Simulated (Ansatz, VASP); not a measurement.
**Two plane-wave programs on B**

```
CELL_PARAMETERS angstrom
-2.85757 2.85757 2.85757
2.85757 -2.85757 2.85757
2.85757 2.85757 -2.85757
ATOMIC_POSITIONS crystal
B 0.12500 0.75000 0.87500
B 0.75000 0.37500 0.62500
B 0.62500 0.37500 0.25000
B 0.75000 0.87500 0.12500
B 0.12500 0.87500 0.25000
B 0.25000 0.12500 0.87500
B 0.87500 0.12500 0.75000
B 0.37500 0.62500 0.75000
B 0.37500 0.25000 0.62500
B 0.87500 0.25000 0.12500
B 0.25000 0.62500 0.37500
B 0.62500 0.75000 0.37500
```

Alike in both runs: functional PBE; k mesh 10 × 10 × 10; occupations gaussian, width 0.1 eV; no spin polarisation.

Ansatz relaxed the structure, and its values are those at the end. VASP's run is a single point on that final structure, the one shown.

```csv
,VASP,Ansatz
version,VASP 6.6.1,Ansatz 0.2.0
potentials or method,"VASP PAW PBE potentials, release 64 (B)","scalar-relativistic, plane waves, PAW"
plane-wave cutoff (eV),520,420
valence electrons in the cell,36,36
```

```tsv
	VASP	Ansatz	Ansatz less VASP
gap on the k mesh at the Fermi level (eV)	none	none	-
pressure (GPa)	0.0	0.0	-0.02
```

A gap of «none» marks a metal or a gap that the smearing closes. The functional is the same, so the differences come from potentials, cutoffs and numerics.
